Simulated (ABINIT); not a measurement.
A run of ABINIT 10.8.3 (patched build) is set up as follows.

run.abi

```
# Pseudopotentials
pp_dirpath "./"
pseudos "Cd.upf, S.upf"

# Structure
acell 7.8423634172 7.8423634172 12.7310849016
rprim
     1.0000000000     0.0000000000     0.0000000000
    -0.5000000000     0.8660254038     0.0000000000
     0.0000000000     0.0000000000     1.0000000000
ntypat 2
znucl 48 16
natom 4
typat 1 1 2 2
xred
     0.6666666667     0.3333333333     0.5000000000
     0.3333333333     0.6666666667     0.0000000000
     0.6666666667     0.3333333333     0.8750000000
     0.3333333333     0.6666666667     0.3750000000

# Plane-wave basis
ecut 47.0

# k points
kptopt 1
ngkpt 5 5 3
nshiftk 1
shiftk 0.0 0.0 0.0

# Exchange and correlation
ixc 11

# Bands and occupations
nband 32
occopt 3
tsmear 0.05 eV

# SCF cycle
nstep 100
tolvrs 1.0e-10

# Output
iomode 3
prtwf 0
prtden 0
prteig 0
prtebands 0
enunit 1
prtvol 2
```

Potentials or basis: PseudoDojo NC SR PBE v0.4.1 standard.

Command:

```bash
$ mpirun --bind-to none -np 4 abinit run.abi > log 2>&1
```

Predict the band gap on the k mesh.

1.19 eV, direct.

Predict the largest force.

0.065 eV/Å.

Forces in eV/Å, atoms in the order of the input:
```
Cd   0.000  0.000 -0.065
Cd   0.000  0.000 -0.065
S    0.000  0.000  0.065
S    0.000  0.000  0.065
```

**Measured values to compare with.**

“Isotope dependence of band-gap energy”, 2008, arxiv:0807.2152 quotes, for a bulk crystal of CdS: band gap 2.5809 ± 0.0002 eV.

Measured gap of CdS: 2.5809 eV (quoted in “Isotope dependence of band-gap energy”, 2008, arxiv:0807.2152). This calculation gives 1.19 eV (-1.39 eV). So large a miss can be the level of theory's own, or it may mean another phase, state or a wrong row. Spin-orbit coupling on Cd is left out. The value is that of PBE, without temperature or zero-point motion. Semilocal functionals fall short of measured gaps as a rule.
